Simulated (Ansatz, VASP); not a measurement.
## Two plane-wave programs on Ta

File INCAR:

```
SYSTEM = Ta
  ALGO = Fast
  EDIFF = 1E-6
  ENCUT = 520
  GGA = PE
  ISIF = 2
  ISMEAR = 0
  LASPH = .TRUE.
  LCHARG = .FALSE.
  LREAL = .FALSE.
  LWAVE = .FALSE.
  NBANDS = 12
  NELM = 80
  PREC = Accurate
  SIGMA = 0.1
```

Contents of KPOINTS:

```
k-points
0
G
  8 8 8
  0 0 0
```

POSCAR

```
Ta
1.0
   -1.6549278100      1.6549278100      1.6549278100
    1.6549278100     -1.6549278100      1.6549278100
    1.6549278100      1.6549278100     -1.6549278100
Ta
1
Direct
    0.0000000000      0.0000000000      0.0000000000
```

Input for Ansatz:

```yaml
crystal:
  lattice:
    - [-1.65492781, 1.65492781, 1.65492781]
    - [1.65492781, -1.65492781, 1.65492781]
    - [1.65492781, 1.65492781, -1.65492781]
  atoms:
    - { symbol: Ta, position: [0.0, 0.0, 0.0] }
basis:
  ecutwfc: 420
kpoints:
  mp_grid: { grid: [8, 8, 8] }
hamiltonian:
  xc: pbe
  pseudopotentials: { kind: paw, azcp: { folder: soft_1 } }
scf:
  occupations: { method: gaussian, width: 0.1 }
output:
  forces: true
  stress: true
  eigenvalues: true
```

Alike in both runs: task single point; functional PBE; k mesh 8 × 8 × 8; occupations gaussian, width 0.1 eV; no spin polarisation.

```csv
,VASP,Ansatz
version,VASP 6.6.1,Ansatz 0.2.0
potentials or method,"VASP PAW PBE potentials, release 64 (Ta_pv)","scalar-relativistic, plane waves, PAW"
plane-wave cutoff (eV),520,420
valence electrons in the cell,11,13
```

|  | VASP | Ansatz | Ansatz less VASP |
| --- | --- | --- | --- |
| gap on the k mesh at the Fermi level (eV) | none | none | - |
| pressure (GPa) | -0.2 | -0.3 | -0.11 |

A gap of «none» marks a metal or a gap that the smearing closes. The two sets of potentials don't hold the same shells in valence.

The runs have no spin-orbit coupling, so splittings on Ta are missing.
